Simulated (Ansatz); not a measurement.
# Random alloy of the diamond Si-Ge line, x = 0.125 (64 atoms): relaxation and levels of theory

Which bonds does the relaxation leave, and how do the Kohn-Sham gap, forces and pressure change with k-mesh and functional?

Calculated with Ansatz 0.2.0: Kohn-Sham DFT, PBE, PAW (set soft_2), plane waves; cutoff 420 eV, k-mesh 2×2×2, fermi-dirac smearing of 0.025 eV.

**The cell**

The cell holds 64 atoms: 56 Si and 8 Ge. Cell: a = 11.011 Å, b = 11.011 Å, c = 11.011 Å, α = 90.0°, β = 90.0°, γ = 90.0°. It derives from Si (diamond Si-Ge) and Ge, repeated 2×2×2. Diamond Si-Ge: 64 atoms, 8 of 64 Si sites given to Ge at random, cell and internal coordinates interpolated linearly between the end members (Vegard's rule); not relaxed, displaced by a Gaussian of 0.02 Å. Lattice constants are starting values near those of PBE.

Cell and atoms were relaxed with PBE. The walk converged after 3 steps by the program's count, with a largest force component of 0.0101 eV/Å; it began at an r.m.s. force component of 0.35 eV/Å. The edges went from 11.011, 11.011, 11.011 to 11.004, 11.002, 11.003 Å, and the volume from 20.858 to 20.814 Å³ an atom (-0.2 %).

The input of the reference single point:

```yaml
crystal:
  lattice:
    - [11.00384, 0.00016, 0.00063]
    - [0.00016, 11.00243, -0.00143]
    - [0.00063, -0.00143, 11.00287]
  atoms:
    - { symbol: Si, position: [0.99826, 0.00075, 1.0e-05] }
    - { symbol: Si, position: [0.12453, 0.12463, 0.12325] }
    - { symbol: Si, position: [0.99799, 0.24747, 0.24731] }
    - { symbol: Ge, position: [0.12664, 0.37358, 0.37287] }
    [... 58 atom lines left out ...]
    - { symbol: Si, position: [0.75, 0.75056, 0.50004] }
    - { symbol: Si, position: [0.87492, 0.87538, 0.6248] }
kpoints:
  mp_grid: { grid: [2, 2, 2] }
hamiltonian:
  xc: pbe
scf:
  occupations: { method: fermi_dirac, width: 0.025 }
output:
  forces: true
  stress: true
  populations: true
  dos:
    method: { smearing: { sigma: 0.08 } }
    de: 0.05
    projected: { site_lists: { Ge: [Ge], Si: [Si] } }
  eigenvalues: true
  write_density: true
  write_potential: true
  volumetric_format: npy
```

**Bonds after relaxation**

Bonds by pair of elements; cutoffs follow the first minimum of g(r), held within bounds set by covalent radii, and pairs that aren't listed don't count as bonded:

```
pair A-B  cutoff (Å)  bonds  mean length (Å)  spread (Å)  shortest (Å)  B about A  A about B
   Si-Si        2.77     98             2.37       0.006          2.36        3.5        3.5
   Si-Ge        2.83     28             2.41       0.005          2.40        0.5        3.5
   Ge-Ge        2.88      2             2.46           0          2.46        0.5        0.5
```

How many atoms have how many bonded neighbours:

```
element  mean   4
     Ge     4   8
     Si     4  56
```

**Levels of theory**

Single points at the relaxed geometry:

| functional | k-mesh | Kohn-Sham gap (eV) | pressure (GPa) | r.m.s. force component (eV/Å) | SCF cycles | time |
| --- | --- | --- | --- | --- | --- | --- |
| PBE | 2×2×2 | 0.596 | 0.00 | 0.003 | 7 | 2 min |
| PBE | 1×1×1 | 0.656 | 0.67 | 0.009 | 8 | 15 s |
| HSE06 | 1×1×1 | 1.276 | -1.06 | 0.026 | 19 | 2.8 min |
| r2SCAN | 2×2×2 | 0.782 | -1.60 | 0.027 | 8 | 3.9 min |
| PBEsol | 2×2×2 | 0.494 | -1.97 | 0.018 | 8 | 1.9 min |

The gap is that between the highest filled and lowest empty Kohn-Sham level on the run's k-points. Cutoffs: 420 eV for PBE, HSE06 and PBEsol; 500 eV for r2SCAN. Times come from shared hosts and are rough.

**Findings**

The Kohn-Sham gap is 0.60 eV with PBE on the 2×2×2 mesh. On the 1×1×1 mesh HSE06 changes the gap by +0.62 eV against PBE. Carrying that shift over to the 2×2×2 mesh gives 0.60 + 0.62 = 1.22 eV, an estimate that takes the shift to be alike at all k-points. On the reference's mesh the gap changes with r2SCAN by +0.19 eV and PBEsol by -0.10 eV. Against the reference the pressure changes with r2SCAN by -1.6 GPa and PBEsol by -2.0 GPa; a negative change means a smaller volume than PBE would take.

Limits: All single points share the geometry relaxed with PBE. One random arrangement of the atoms on their sites. In some runs the program notes that the exchange threshold is loose for the stress, the SCF threshold is loose for the stress and it cut back its work space to fit the memory limit. Spin–orbit coupling is left out; it splits the top valence bands of compounds with Ge, As, Se, Sb or Te and narrows their gaps.

[Logs are printed without paths, hosts, clocks, repeated set-up lines and the standing remarks that a program may print on its own settings, such as how far it seeks lower states.]

[Hosts, paths, dates, database ids (printed as entryN), source tags and the programs' standing remarks are cut or masked in the printed files.]
